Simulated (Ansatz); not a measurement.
ZrO₂ (fluorite), relaxed with r2SCAN, was run in Ansatz 0.2.0 under altered settings. All numbers are computed, without spin polarisation but where a row says otherwise.

```xyz
3
Lattice="0.0000 2.5447 2.5447 2.5447 0.0000 2.5447 2.5447 2.5447 0.0000" Properties=species:S:1:pos:R:3 pbc="T T T"
Zr    0.0000    0.0000    0.0000
O     1.2724    1.2724    1.2724
O     3.8171    3.8171    3.8171
```

The base run's other keys:
```yaml
kpoints:
  mp_grid: { grid: [4, 4, 4] }
hamiltonian:
  xc: hse06
scf:
  occupations: { method: fixed }
  n_extra_bands: 4
```

It takes 14 iterations with 645 plane waves at 420 eV and 8 k points, and leaves a mean stress of -2.98 GPa. The gap over this mesh is 4.980 eV. It ran on 4 threads of Arm Neoverse N1, with other jobs on the host.

Outcomes, with energy and stress as changes against the base:

| setting | outcome | ΔF (meV/atom) | Δ mean stress (GPa) | gap on the mesh (eV) | iterations | wall time |
| --- | --- | --- | --- | --- | --- | --- |
| PBE hybrid, exx coeff 0.2, omega 0.2078 1/Å | converged | – | +1.3 | 4.643 | 13 | 6.2 s |
| PBE hybrid, exx coeff 0.75, omega 0.1 1/Å | converged | – | -12.1 | 9.776 | 21 | 8.3 s |
| PBE hybrid, exx coeff 0.4, omega 0.3 1/Å | converged | – | -3.3 | 5.612 | 15 | 6.9 s |
| PBE hybrid, exx coeff 1.0, omega 0.1 1/Å | converged | – | -17.3 | 12.162 | 23 | 9.3 s |
| scf.occupations: methfessel_paxton 0.2 | converged | 0.0 | 0.0 | 4.980 | 12 | 6.5 s |

A dash marks a value that wasn't obtained or can't be compared. Stress is positive in compression. The base took 6.5 s.

- PBE hybrid, exx coeff 0.2, omega 0.2078 1/Å. That is 20 % exact exchange, screened with ω = 0.2078 1/Å, against HSE06's 25 % screened at 0.208 1/Å. The mean stress moves by +1.3 GPa and the gap on the mesh by -0.337 eV (to 4.643). Totals of different functionals aren't comparable.
- PBE hybrid, exx coeff 0.75, omega 0.1 1/Å. That is 75 % exact exchange, screened with ω = 0.1 1/Å, against HSE06's 25 % screened at 0.208 1/Å. The mean stress moves by -12.1 GPa and the gap on the mesh by +4.796 eV (to 9.776). Totals of different functionals aren't comparable. The program warns that on this mesh the truncation of the exchange isn't bounded, so part of the change can be an error of the mesh.
- PBE hybrid, exx coeff 0.4, omega 0.3 1/Å. That is 40 % exact exchange, screened with ω = 0.3 1/Å, against HSE06's 25 % screened at 0.208 1/Å. The mean stress moves by -3.3 GPa and the gap on the mesh by +0.632 eV (to 5.612). Totals of different functionals aren't comparable.
- PBE hybrid, exx coeff 1.0, omega 0.1 1/Å. That is 100 % exact exchange, screened with ω = 0.1 1/Å, against HSE06's 25 % screened at 0.208 1/Å. The mean stress moves by -17.3 GPa and the gap on the mesh by +7.182 eV (to 12.162). Totals of different functionals aren't comparable. The program warns that on this mesh the truncation of the exchange isn't bounded, so part of the change can be an error of the mesh.

Within 1 meV an atom, 0.1 GPa and 0.005 eV of the base stay: scf.occupations: methfessel_paxton 0.2.

The stress of a hybrid is loosely converged in these runs.

The meshes of the hybrids are coarse, so their gaps aren't converged to the digits shown.
